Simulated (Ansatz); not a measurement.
The system is NbAs.

```
Nb As
1.0
    -1.72585    1.72585    5.84000
     1.72585   -1.72585    5.84000
     1.72585    1.72585   -5.84000
Nb As
2 2
Direct
  0.50000 0.00000 0.50000
  0.75000 0.75000 0.00000
  0.91600 0.41600 0.50000
  0.16600 0.16600 0.00000
```

* Program: Ansatz 0.2.0
* Task: relaxation of cell and atoms
* Functional: PBEsol
* Dispersion: D3(BJ)
* Potentials or basis: Ansatz PAW
* Cutoff: 420 eV (not typed: the program's choice for these potentials)
* k mesh: 11 × 11 × 11
* Occupations: fermi-dirac, width 0.05 eV
* Spin: no spin polarisation

At the start: volume 17.39 Å³/atom.

Question: Where does the relaxation end?

Answer: It ends after 4 steps and the volume is 16.58 Å³/atom (-4.7 %); space group I4_1md (No. 109, to 0.05 Å).

The path:
```
step  energy change (eV)  largest force (eV/Å)  volume (Å³)
   1              0.0000                0.2879        69.58
   2             -0.0941                0.0275        66.56
   3             -0.0947                0.0040        66.32
   4             -0.0942                0.0040        66.32
```

Final structure:
```cif
data_structure
_symmetry_space_group_name_H-M 'P 1'
_symmetry_Int_Tables_number 1
_cell_length_a 6.1967
_cell_length_b 6.1967
_cell_length_c 6.1967
_cell_angle_alpha 148.073
_cell_angle_beta 148.073
_cell_angle_gamma 45.778
_cell_volume 66.32
loop_
_atom_site_label
_atom_site_type_symbol
_atom_site_fract_x
_atom_site_fract_y
_atom_site_fract_z
_atom_site_occupancy
Nb1 Nb 0.49849 0.99849 0.50000 1
Nb2 Nb 0.74849 0.74849 0.00000 1
As1 As 0.91751 0.41751 0.50000 1
As2 As 0.16751 0.16751 0.00000 1
```

Caveat: the plane-wave basis is chosen anew once the cell has moved, so the energies of steps on either side of that aren't comparable; the PAW data sets come from PBE, with cores solved anew for the run's functional, which leaves a small shift of forces and pressure.
